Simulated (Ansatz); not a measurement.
**Pb in Ansatz: the effect of functional**

Pb:

```
Pb
1.0
     3.45664    0.00000    0.00000
    -1.72832    2.99354    0.00000
     0.00000    0.00000    5.55248
Pb
2
Direct
  0.66667 0.33333 0.75000
  0.33333 0.66667 0.25000
```

This isn't the form of Pb at room conditions, which is fcc.

The cell isn't the ideal one: volume scaled by 0.98.

Alike in all runs:

```yaml
Program: Ansatz 0.2.0
Task: single point
Potentials_or_basis: Ansatz PAW
k_mesh: 9 × 9 × 5
Occupations: fermi-dirac, width 0.05 eV
Spin: no spin polarisation
```

Q: One run gave: pressure 0.4 GPa. Which functional did it use?
A. r2SCAN
B. PBEsol
C. PBE
D. LDA

A: D.

```csv
functional,cutoff,pressure (GPa)
LDA,420 eV (not typed: the program's choice for these potentials),0.4
PBE,420 eV (not typed: the program's choice for these potentials),5.3
PBEsol,420 eV (not typed: the program's choice for these potentials),2.1
r2SCAN,500 eV (not typed: the program's choice for these potentials),4.1
```

Caveats: the PAW data sets come from PBE, with cores solved anew for the run's functional, which leaves a small shift of forces and pressure (some runs).
